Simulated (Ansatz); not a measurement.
A run of Ansatz 0.2.0 is set up as follows.

The input input.yaml:

```yaml
crystal:
  lattice:
    - [0.0, 3.059, 3.059]
    - [3.059, 0.0, 3.059]
    - [3.059, 3.059, 0.0]
  atoms:
    - { symbol: Sb, position: [0.75, 0.75, 0.75] }
    - { symbol: Ga, position: [0.0, 0.0, 0.0] }
kpoints:
  mp_grid: { grid: [8, 8, 8] }
scf:
  occupations: { method: fermi_dirac, width: 0.05 }
hamiltonian:
  xc: revpbe
  dispersion: d3bj
  pseudopotentials: { kind: all_electron, lapw: { basis_error: 0.001 } }
output:
  forces: true
  stress: true
relax:
  f_tol: 0.005
  max_steps: 60
  cell: {}
```

Potentials or basis: all-electron LAPW, scalar-relativistic.

The run is started by

```bash
$ ansatz run input.yaml --threads 1 --pin off --max-ram 3072MiB --backend cpu --events-out ev --progress --plain --runs-dir out
```

(1) Predict the space group after relaxing (to 0.05 Å).

(2) Estimate the relaxed volume.

Answers

(1) F-43m (No. 216).

(2) 28.38 Å³/atom.
